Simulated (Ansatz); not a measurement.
# Zn in Ansatz: the effect of functional

The system is Zn.

```xyz
2
Lattice="2.7051 0.0000 0.0000 -1.3526 2.3427 0.0000 0.0000 0.0000 5.0313" Properties=species:S:1:pos:R:3 pbc="T T T"
Zn    1.3526    0.7809    3.7735
Zn    0.0000    1.5618    1.2578
```

The cell isn't the ideal one: volume scaled by 1.04.

Alike in all runs:

| Item | Value |
| --- | --- |
| Program | Ansatz 0.2.0 |
| Task | single point |
| Potentials or basis | Ansatz PAW |
| k mesh | 11 × 11 × 6 |
| Occupations | fermi-dirac, width 0.05 eV |
| Spin | no spin polarisation |

```tsv
functional	cutoff	pressure (GPa)
LDA	420 eV (not typed: the program's choice for these potentials)	?
r2SCAN	500 eV (not typed: the program's choice for these potentials)	-7.0
PBE	420 eV (not typed: the program's choice for these potentials)	-3.2
```

Problem. What does the run with functional LDA give?

Solution. Pressure -10.9 GPa.

Caveats: the PAW data sets come from PBE, with cores solved anew for the run's functional, which leaves a small shift of forces and pressure (some runs).
